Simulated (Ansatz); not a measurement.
# Two-dimensional strain map in BN

The calculation used DFT PBE+D3(BJ), scalar-relativistic, plane waves, PAW (Ansatz). The runs took a 420 eV cutoff, a Γ-centred 12×12×12 mesh and Gaussian smearing (0.05 eV). No spin polarisation. Energies are free energies at this smearing, counted from the undisturbed cell; pressure is positive in compression.

The starting cell (relaxed at this level; this form isn't the usual structure):

```
B N
1.0
     1.25306    0.72345    3.29488
    -1.25306    0.72345    3.29488
     0.00000   -1.44691    3.29488
B N
1 1
Direct
  0.99970 0.99970 0.99970
  0.33274 0.33274 0.33274
```

The cell is strained by p along both x and y and by q along z, fractional coordinates fixed. Points are written (p, q).

Energy above the undisturbed cell in meV/atom (a dash: not computed):

| p \ q | -0.080 | -0.040 | 0.000 | 0.040 | 0.080 |
| --- | --- | --- | --- | --- | --- |
| -0.080 | 493.5 | 488.8 | 488.6 | 490.9 | 494.6 |
| -0.040 | 114.6 | 109.3 | 108.4 | 110.1 | 113.4 |
| 0.000 | ? | 1.5 | 0.0 | 1.1 | 3.8 |
| 0.040 | 95.7 | ? | 87.6 | 88.3 | 90.5 |
| 0.080 | ? | ? | 317.1 | 317.5 | 319.5 |

Task: Fill in the withheld energies.

Result: (0.000, -0.080): 7.5; (0.040, -0.040): 89.6; (0.080, -0.080): 325.0; (0.080, -0.040): 319.0.